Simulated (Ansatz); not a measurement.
Write the native input for Ansatz 0.2.0 that does the following.

```yaml
Task: band structure
Functional: PBE0
Potentials_or_basis: Ansatz PAW
Cutoff: "420 eV (not typed: the program's choice for these potentials)"
k_mesh: 4 × 4 × 4
Occupations: fermi-dirac, width 0.05 eV
Spin: no spin polarisation
Path: "[[\"G\", \"X\", \"W\", \"K\", \"G\", \"L\", \"U\", \"W\", \"L\", \"K\"], [\"U\", \"X\"]]"
Points_for_each_segment_of_the_path: 4
```

Crystal: Li2S.

```xyz
3
Lattice="0.0000 2.8445 2.8445 2.8445 0.0000 2.8445 2.8445 2.8445 0.0000" Properties=species:S:1:pos:R:3 pbc="T T T"
S     0.0000    0.0000    0.0000
Li    4.2668    4.2668    4.2668
Li    1.4223    1.4223    1.4223
```

The input as run:

input.yaml

```yaml
crystal:
  lattice:
    - [0.0, 2.8445, 2.8445]
    - [2.8445, 0.0, 2.8445]
    - [2.8445, 2.8445, 0.0]
  atoms:
    - { symbol: S, position: [0.0, 0.0, 0.0] }
    - { symbol: Li, position: [0.75, 0.75, 0.75] }
    - { symbol: Li, position: [0.25, 0.25, 0.25] }
hamiltonian:
  xc: pbe0
  pseudopotentials: { kind: paw }
kpoints:
  mp_grid: { grid: [4, 4, 4] }
  band_path:
    path:
      - [[0.0, 0.0, 0.0], [0.5, 0.0, 0.5], [0.5, 0.25, 0.75], [0.375, 0.375, 0.75], [0.0, 0.0, 0.0], [0.5, 0.5, 0.5], [0.625, 0.25, 0.625], [0.5, 0.25, 0.75], [0.5, 0.5, 0.5], [0.375, 0.375, 0.75]]
      - [[0.625, 0.25, 0.625], [0.5, 0.0, 0.5]]
    npoints: 4
scf:
  occupations: { method: fermi_dirac, width: 0.05 }
  n_extra_bands: 7
output:
  forces: true
  stress: true
  eigenvalues: true
  fatbands: false
```

Potentials or basis: Ansatz PAW.

Run with:

```bash
$ ansatz run input.yaml --threads 2 --pin off --max-ram 5632MiB --backend cpu --events-out ev --progress --plain --runs-dir out
```

It gave:

```yaml
Pressure: -0.3 GPa
Band_gap_on_the_k_mesh: 5.03 eV, indirect (least direct gap 6.05 eV)
Band_gap_along_the_path: 5.03 eV, indirect (least direct gap 6.05 eV)
```

Caveat: the k mesh is coarse (spacing up to 0.48 Å⁻¹), so the values aren't converged, least of all with exact exchange; the PAW data sets come from PBE, with cores solved anew for the run's functional, which leaves a small shift of forces and pressure; the thresholds are loose for stress.

It took 37 s on 2 threads of AMD EPYC 9R14 (Zen 4), on a shared host, peak memory 0.57 GiB.
